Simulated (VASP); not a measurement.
Here is a VASP 6.6.1 calculation.

The input INCAR:

```
  PREC = Accurate
  ENCUT = 520
  EDIFF = 1E-6
  ISMEAR = 0
  SIGMA = 0.03
  LREAL = False
  LASPH = True
  NELM = 100
  ALGO = Normal
  ISIF = 2
  LWAVE = False
  LCHARG = True
  LDIPOL = True
  IDIPOL = 3
  DIPOL = 0.5 0.5 0.500
  METAGGA = R2SCAN
  LMIXTAU = True
  LVHAR = True
  LVACPOTAV = True
  KPAR = 4
```

File KPOINTS:

```
Automatic mesh
0
Gamma
  10 8 1
```

File POSCAR:

```
P                                       
1.0
    3.2827992506      0.0000000000      0.0000000000
    0.0000000000      4.3020837436      0.0000000000
    0.0000000000      0.0000000000     18.1000000000
  P             
     4
Direct
     0.0000000000000000    0.0779496792134227    0.4412843056180027
     0.5000000000000000    0.4220503207865772    0.4412843056180027
     0.5000000000000000    0.5779496792134228    0.5587156943819971
     0.0000000000000000    0.9220503207865772    0.5587156943819971
```

Potentials or basis: VASP PAW PBE potentials, release 64 (P).

Run with:

```bash
$ cat potpaw_PBE.64/P/POTCAR > POTCAR
$ mpirun -np 4 vasp_std > vasp.out
```

Problem. Estimate the ionisation potential of the upper face.

Solution. 4.96 eV.

Problem. Estimate the band gap on the k mesh.

Solution. 0.76 eV, direct.

Forces on the atoms (eV/Å):
```
P    0.000  0.338  0.021
P    0.000 -0.338  0.021
P    0.000  0.338 -0.021
P    0.000 -0.338 -0.021
```

Caveat: the PAW data sets were made with another functional, which shifts forces and pressure a little. r2SCAN opens gaps a little over a GGA but as a rule still falls short of measured ones.
